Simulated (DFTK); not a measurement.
# SiC (Moissanite) (P6_3mc) in DFTK: a series of runs

One crystal, SiC (Moissanite), is run at these levels: BLYP, AM05; tasks: equation of state, single point.

Program: DFTK 0.8.2. These are calculated values, not measurements. Logs are shortened: lines on timing, memory, paths and dates and some standing lists are left out, and cuts for length are marked.

### 1 The structure

The structure is hexagonal, space group P6_3mc (No. 186). Conventional cell: a = 3.076 Å, b = 3.076 Å, c = 5.048 Å, α = 90.00°, β = 90.00°, γ = 120.00°. Si (site symmetry 3m) is surrounded by 4 C at 1.87 to 1.94 Å. C (site symmetry 3m) has 4 Si at 1.87 to 1.94 Å as nearest neighbours.

### 2 Equation of state, BLYP

Contents of run.jl:

```julia
using DFTK
using PseudoPotentialData
using Unitful, UnitfulAtomic
using LinearAlgebra, Printf
using AtomsBase
include("save.jl")
disable_threading()

cell = [[3.076, 0.0, 0.0],
        [-1.538, 2.663894142, 0.0],
        [0.0, 0.0, 5.048]]u"Å"
system = periodic_system([:Si => [0.6666666667, 0.3333333333, 0.5],
                          :Si => [0.3333333333, 0.6666666667, 0.0],
                          :C => [0.6666666667, 0.3333333333, 0.885],
                          :C => [0.3333333333, 0.6666666667, 0.385]],
                         cell; fractional=true)
lattice   = austrip.(hcat(cell_vectors(system)...))
symbols   = atomic_symbol(system, :) .|> Symbol
positions = [lattice \ austrip.(position(system, i)) for i in 1:length(system)]
pseudopotentials = PseudoFamily("dojo.nc.sr.pbe.v0_4_1.standard.upf")
elements = Dict(s => ElementPsp(s, pseudopotentials) for s in unique(symbols))
atoms    = [elements[s] for s in symbols]

build_model(lattice, positions; symmetries=true) =
    model_DFT(lattice, atoms, positions;
              functionals=[:gga_x_b88, :gga_c_lyp],
              temperature=austrip(0.05u"eV"),
              smearing=Smearing.FermiDirac(),
              symmetries)
Ecut  = 41.0  # hartree
kgrid = [6, 6, 3]
tol   = 1e-6
to_GPa = ustrip(uconvert(u"GPa", 1u"hartree/bohr^3"))

results["points"] = []
for scale in [0.94, 0.96, 0.98, 1.0, 1.02, 1.04, 1.06]
    println("\n=== scale = ", scale)
    model = build_model(cbrt(scale) * lattice, positions)
    basis = PlaneWaveBasis(model; Ecut, kgrid)
    t0 = time()
    scfres = self_consistent_field(basis;
                                   tol,
                                   nbandsalg=AdaptiveBands(model; n_bands_converge=13))
    seconds = time() - t0
    @printf "SCF: %d iterations, %.1f s\n" scfres.n_iter seconds
    forces = compute_forces_cart(scfres)
    stress = compute_stresses_cart(scfres)
    @printf "V = %.5f Å^3  F = %.8f Ha  max force = %.5f eV/Å  p = %.4f GPa\n" ustrip(auconvert(u"Å^3", model.unit_cell_volume)) scfres.energies.total ustrip(auconvert(u"eV/Å", maximum(norm, forces))) (-tr(stress) / 3 * to_GPa)
    push!(results["points"], save_scf!(scfres; forces, stress, d=Dict{String,Any}("seconds" => seconds, "n_matvec" => get(scfres, :n_matvec, 0))))
end

# third-order Birch-Murnaghan fit in x = V^(-2/3)
V = [0.94, 0.96, 0.98, 1.0, 1.02, 1.04, 1.06] * abs(det(lattice))
E = [p["total"] for p in results["points"]]
x = V .^ (-2 / 3)
c = [x .^ 0 x x .^ 2 x .^ 3] \ E
Δ = c[3]^2 - 3c[2] * c[4]
if Δ > 0
    x0 = (-c[3] + sqrt(Δ)) / 3c[4]
    B0 = 4 / 9 * x0^(7 / 2) * (2c[3] + 6c[4] * x0)
    @printf "V0 = %.4f Å^3  B0 = %.2f GPa\n" ustrip(auconvert(u"Å^3", x0^(-3 / 2))) B0 * to_GPa
end
```

Potentials or basis: dojo.nc.sr.pbe.v0_4_1.standard.upf (PBE).

Run with:

```
$ julia --threads=1 run.jl  # save.jl only writes the numbers to a file and isn't shown; printed stress counts tension as positive; times include loading and compiling
```

Output:

```text
=== scale = 0.94
n     Energy            log10(ΔE)   log10(Δρ)   Diag   Δtime
---   ---------------   ---------   ---------   ----   ------
  1   -20.15551870168                   -0.37    6.2    5.09s
  2   -20.33695424176       -0.74       -0.73    3.7    2.71s
  3   -20.36898867012       -1.49       -1.34    3.6    3.31s
  4   -20.37008449371       -2.96       -1.84    2.6    2.84s
  5   -20.37031036955       -3.65       -2.69    2.1    2.48s
  6   -20.37032222849       -4.93       -3.23    2.7    2.82s
  7   -20.37032241093       -6.74       -3.52    2.6    1.89s
  8   -20.37032247366       -7.20       -4.16    1.8    2.35s
  9   -20.37032247935       -8.24       -5.01    3.1    2.24s
 10   -20.37032247941      -10.20       -5.02    3.2    2.94s
[... 67 further cycles ...]
  4   -20.38262334042       -3.24       -1.98    2.0    2.50s
  5   -20.38276621526       -3.85       -3.25    2.0    3.05s
  6   -20.38277167190       -5.26       -3.47    4.2    4.46s
  7   -20.38277167927       -8.13       -3.67    1.0    2.66s
  8   -20.38277172108       -7.38       -4.51    1.9    2.90s
  9   -20.38277172335       -8.64       -4.76    3.6    3.09s
 10   -20.38277172358       -9.63       -5.10    1.3    2.67s
 11   -20.38277172366      -10.11       -5.85    2.2    3.26s
 12   -20.38277172366      -11.78       -5.94    3.4    2.91s
 13   -20.38277172366      -11.97       -6.62    1.1    2.55s
SCF: 13 iterations, 43.5 s
V = 43.84585 Å^3  F = -20.38277172 Ha  max force = 0.67858 eV/Å  p = -2.0057 GPa
V0 = 43.4015 Å^3  B0 = 194.25 GPa
```

It took 8.4 min on 1 thread of Intel Xeon Platinum 8488C (Sapphire Rapids), shared host; peak memory 1.8 GiB.

Results:

- Equilibrium volume: 10.85 Å³/atom
- Bulk modulus at fixed shape and positions: 194 GPa
- Pressure derivative of the bulk modulus: 3.9

Energy against volume, from the lowest point:
| volume (Å³/atom) | energy (meV/atom) |
| --- | --- |
| 9.721 | 84.84 |
| 9.927 | 54.53 |
| 10.134 | 31.52 |
| 10.341 | 15.16 |
| 10.548 | 4.83 |
| 10.755 | 0.00 |
| 10.961 | 0.15 |

Caveat: the k mesh is coarse (spacing up to 0.41 Å⁻¹), so the values aren't converged; the cell was scaled at fixed shape and fractional positions, which overstates the stiffness of a crystal with free parameters, most of all of layers and chains; the potentials were made for another functional, which shifts forces and pressure.

### 3 Single point, BLYP, 9.72 Å³/atom (volume scaled by 0.94)

run.jl is that of step 2.

Potentials or basis: dojo.nc.sr.pbe.v0_4_1.standard.upf (PBE).

Run with:

```
$ julia --threads=1 run.jl  # one pass of the loop, scale = 0.94; save.jl only writes the numbers to a file and isn't shown; printed stress counts tension as positive; times include loading and compiling
```

Run time: 36 s. Hardware: 1 thread of Intel Xeon Platinum 8488C (Sapphire Rapids), shared host.

It converged, with:

| Property | Result |
| --- | --- |
| Free energy | -554.3047 eV |
| Pressure | 26.4 GPa |
| Largest force | 0.864 eV/Å |
| Band gap on the k mesh | 2.57 eV, indirect (least direct gap 4.49 eV) |

Caveat: the k mesh is coarse (spacing up to 0.42 Å⁻¹), so the values aren't converged; the potentials were made for another functional, which shifts forces and pressure; an odd mesh through Γ misses points on the zone boundary, where band edges often lie.

### 4 Single point, BLYP, 9.93 Å³/atom (volume scaled by 0.96)

run.jl is that of step 3.

Run with:

```
$ julia --threads=1 run.jl  # one pass of the loop, scale = 0.96; save.jl only writes the numbers to a file and isn't shown; printed stress counts tension as positive; times include loading and compiling
```

Wall time 36 s (1 thread of Intel Xeon Platinum 8488C (Sapphire Rapids), shared host).

The run converged. Its results:

* Free energy: -554.4260 eV
* Pressure: 20.5 GPa
* Largest force: 0.829 eV/Å
* Band gap on the k mesh: 2.60 eV, indirect (least direct gap 4.44 eV)

Caveat: the k mesh is coarse (spacing up to 0.42 Å⁻¹), so the values aren't converged; the potentials were made for another functional, which shifts forces and pressure; an odd mesh through Γ misses points on the zone boundary, where band edges often lie.

### 5 Single point, BLYP, 10.13 Å³/atom (volume scaled by 0.98)

run.jl is that of step 4.

Run with:

```
$ julia --threads=1 run.jl  # one pass of the loop, scale = 0.98; save.jl only writes the numbers to a file and isn't shown; printed stress counts tension as positive; times include loading and compiling
```

Wall time 34 s (1 thread of Intel Xeon Platinum 8488C (Sapphire Rapids), shared host).

Results (log left out):

* Free energy: -554.5180 eV
* Pressure: 15.1 GPa
* Largest force: 0.795 eV/Å
* Band gap on the k mesh: 2.63 eV, indirect (least direct gap 4.40 eV)

Caveat: the potentials were made for another functional, which shifts forces and pressure; an odd mesh through Γ misses points on the zone boundary, where band edges often lie.

### 6 Single point, BLYP, 10.34 Å³/atom

run.jl is that of step 5.

Potentials or basis: dojo.nc.sr.pbe.v0_4_1.standard.upf (PBE).

Run with:

```
$ julia --threads=1 run.jl  # one pass of the loop, scale = 1.0; save.jl only writes the numbers to a file and isn't shown; printed stress counts tension as positive; times include loading and compiling
```

Run time: 34 s. Hardware: 1 thread of Intel Xeon Platinum 8488C (Sapphire Rapids), shared host.

Results (log left out):

* Free energy: -554.5834 eV
* Pressure: 10.2 GPa
* Largest force: 0.764 eV/Å
* Band gap on the k mesh: 2.67 eV, indirect (least direct gap 4.35 eV)

Caveat: the potentials were made for another functional, which shifts forces and pressure; an odd mesh through Γ misses points on the zone boundary, where band edges often lie.

### 7 Single point, BLYP, 10.55 Å³/atom (volume scaled by 1.02)

run.jl is that of step 6.

Run with:

```
$ julia --threads=1 run.jl  # one pass of the loop, scale = 1.02; save.jl only writes the numbers to a file and isn't shown; printed stress counts tension as positive; times include loading and compiling
```

Wall time 34 s (1 thread of Intel Xeon Platinum 8488C (Sapphire Rapids), shared host).

It converged, with:

- Free energy: -554.6248 eV
- Pressure: 5.7 GPa
- Largest force: 0.734 eV/Å
- Band gap on the k mesh: 2.70 eV, indirect (least direct gap 4.30 eV)

Caveat: the potentials were made for another functional, which shifts forces and pressure; an odd mesh through Γ misses points on the zone boundary, where band edges often lie.

### 8 Single point, BLYP, 10.75 Å³/atom (volume scaled by 1.04)

run.jl is that of step 7.

Run with:

```
$ julia --threads=1 run.jl  # one pass of the loop, scale = 1.04; save.jl only writes the numbers to a file and isn't shown; printed stress counts tension as positive; times include loading and compiling
```

Run time: 35 s. Hardware: 1 thread of Intel Xeon Platinum 8488C (Sapphire Rapids), shared host.

Results (log left out):

```
Free energy            : -554.6441 eV
Pressure               : 1.7 GPa
Largest force          : 0.705 eV/Å
Band gap on the k mesh : 2.72 eV, indirect (least direct gap 4.26 eV)
```

Caveat: the potentials were made for another functional, which shifts forces and pressure; an odd mesh through Γ misses points on the zone boundary, where band edges often lie.

### 9 Single point, BLYP, 10.96 Å³/atom (volume scaled by 1.06)

run.jl is that of step 8.

Potentials or basis: dojo.nc.sr.pbe.v0_4_1.standard.upf (PBE).

Run with:

```
$ julia --threads=1 run.jl  # one pass of the loop, scale = 1.06; save.jl only writes the numbers to a file and isn't shown; printed stress counts tension as positive; times include loading and compiling
```

Wall time 44 s (1 thread of Intel Xeon Platinum 8488C (Sapphire Rapids), shared host).

The run converged. Its results:

* Free energy: -554.6435 eV
* Pressure: -2.0 GPa
* Largest force: 0.679 eV/Å
* Band gap on the k mesh: 2.75 eV, indirect (least direct gap 4.21 eV)

Caveat: the potentials were made for another functional, which shifts forces and pressure; an odd mesh through Γ misses points on the zone boundary, where band edges often lie.

### 10 Equation of state, AM05

run.jl: that of step 9 with these lines changed.

```diff
@@ -4,3 +4,2 @@
 using LinearAlgebra, Printf
-using AtomsBase
 include("save.jl")
@@ -8,15 +7,8 @@
 
-cell = [[3.076, 0.0, 0.0],
-        [-1.538, 2.663894142, 0.0],
-        [0.0, 0.0, 5.048]]u"Å"
-system = periodic_system([:Si => [0.6666666667, 0.3333333333, 0.5],
-                          :Si => [0.3333333333, 0.6666666667, 0.0],
-                          :C => [0.6666666667, 0.3333333333, 0.885],
-                          :C => [0.3333333333, 0.6666666667, 0.385]],
-                         cell; fractional=true)
-lattice   = austrip.(hcat(cell_vectors(system)...))
-symbols   = atomic_symbol(system, :) .|> Symbol
-positions = [lattice \ austrip.(position(system, i)) for i in 1:length(system)]
-pseudopotentials = PseudoFamily("dojo.nc.sr.pbe.v0_4_1.standard.upf")
-elements = Dict(s => ElementPsp(s, pseudopotentials) for s in unique(symbols))
+lines     = readlines("POSCAR")
+lattice   = austrip(1u"Å") * parse(Float64, lines[2]) * hcat([parse.(Float64, split(l)) for l in lines[3:5]]...)
+symbols   = vcat([fill(Symbol(s), parse(Int, n)) for (s, n) in zip(split(lines[6]), split(lines[7]))]...)
+positions = [parse.(Float64, split(l)[1:3]) for l in lines[9:8+length(symbols)]]
+pseudopotentials = Dict(:C => "C.upf", :Si => "Si.upf")
+elements = Dict(s => ElementPsp(s, pseudopotentials; rcut=10.0) for s in unique(symbols))
 atoms    = [elements[s] for s in symbols]
@@ -25,3 +17,3 @@
     model_DFT(lattice, atoms, positions;
-              functionals=[:gga_x_b88, :gga_c_lyp],
+              functionals=[:gga_x_am05, :gga_c_am05],
               temperature=austrip(0.05u"eV"),
@@ -29,4 +21,4 @@
               symmetries)
-Ecut  = 41.0  # hartree
-kgrid = [6, 6, 3]
+Ecut  = 30.0  # hartree
+kgrid = [7, 7, 4]
 tol   = 1e-6
```

Contents of POSCAR:

```
SiC
1.0
    3.0760000000      0.0000000000      0.0000000000
   -1.5380000000      2.6638941420      0.0000000000
    0.0000000000      0.0000000000      5.0480000000
Si C
2 2
Direct
    0.6666666667      0.3333333333      0.5000000000
    0.3333333333      0.6666666667      0.0000000000
    0.6666666667      0.3333333333      0.8850000000
    0.3333333333      0.6666666667      0.3850000000
```

Potentials or basis: SPMS 1.0 (PBE).

Run with:

```
$ julia --threads=1 run.jl  # save.jl only writes the numbers to a file and isn't shown; printed stress counts tension as positive; times include loading and compiling
```

Output:

```text
=== scale = 0.94
n     Energy            log10(ΔE)   log10(Δρ)   Diag   Δtime
---   ---------------   ---------   ---------   ----   ------
  1   -20.24912578183                   -0.42    5.7    3.65s
  2   -20.39991058385       -0.82       -0.84    3.3    3.15s
  3   -20.41950415184       -1.71       -1.50    3.3    3.32s
  4   -20.42005312711       -3.26       -2.13    2.0    1.71s
  5   -20.42012696717       -4.13       -3.44    2.0    2.28s
  6   -20.42012967324       -5.57       -3.79    4.6    3.45s
  7   -20.42012967898       -8.24       -4.20    1.6    1.42s
  8   -20.42012968190       -8.53       -4.86    2.6    2.32s
  9   -20.42012968216       -9.59       -5.32    3.1    2.75s
 10   -20.42012968218      -10.63       -6.10    2.1    1.56s
SCF: 10 iterations, 26.8 s
V = 38.88217 Å^3  F = -20.42012968 Ha  max force = 0.85900 eV/Å  p = 14.2420 GPa

=== scale = 0.96
n     Energy            log10(ΔE)   log10(Δρ)   Diag   Δtime
---   ---------------   ---------   ---------   ----   ------
[... 59 further cycles ...]
  3   -20.42170398838       -1.83       -1.59    3.0    3.02s
  4   -20.42198266018       -3.55       -2.30    1.4    1.36s
  5   -20.42202686995       -4.35       -3.12    2.7    2.55s
  6   -20.42202860169       -5.76       -3.45    3.7    3.00s
  7   -20.42202874647       -6.84       -4.15    2.1    1.72s
  8   -20.42202875043       -8.40       -4.28    3.1    2.76s
  9   -20.42202875279       -8.63       -4.95    1.3    2.13s
 10   -20.42202875301       -9.66       -5.33    3.0    2.05s
 11   -20.42202875303      -10.75       -5.72    1.7    2.14s
 12   -20.42202875303      -11.30       -6.78    2.2    2.57s
SCF: 12 iterations, 30.1 s
V = 43.84585 Å^3  F = -20.42202875 Ha  max force = 0.66636 eV/Å  p = -12.6102 GPa
V0 = 41.5561 Å^3  B0 = 218.78 GPa
```

Wall time 7.4 min (1 thread of Intel Xeon Platinum 8488C (Sapphire Rapids), shared host); peak memory 1.7 GiB.

What came out:

```
Equilibrium volume                        : 10.39 Å³/atom (rough: see the caveat)
Bulk modulus at fixed shape and positions : 219 GPa (rough)
```

Energy against volume, from the lowest point:
| volume (Å³/atom) | energy (meV/atom) |
| --- | --- |
| 9.721 | 32.45 |
| 9.927 | 14.81 |
| 10.134 | 4.18 |
| 10.341 | 0.00 |
| 10.548 | 1.35 |
| 10.755 | 8.05 |
| 10.961 | 19.54 |

Caveat: the cutoff is short for these potentials, so energies and forces aren't converged, fitted volumes are rough and the log's stress (off by 3 to 10 GPa or more in trials) isn't used; the cell was scaled at fixed shape and fractional positions, which overstates the stiffness of a crystal with free parameters, most of all of layers and chains; the potentials were made for another functional, which shifts forces and pressure.

### 11 The reference run

An earlier run on the cell as given: functional PBE; potentials or basis dojo.nc.sr.pbe.v0_4_1.standard.upf (PBE); cutoff 1116 eV; k mesh 10 × 10 × 5; occupations fermi-dirac, width 0.05 eV; no spin polarisation.

- Pressure: 3.7 GPa
- Largest force: 0.760 eV/Å
- Band gap on the k mesh: 2.49 eV, indirect (least direct gap 4.09 eV)
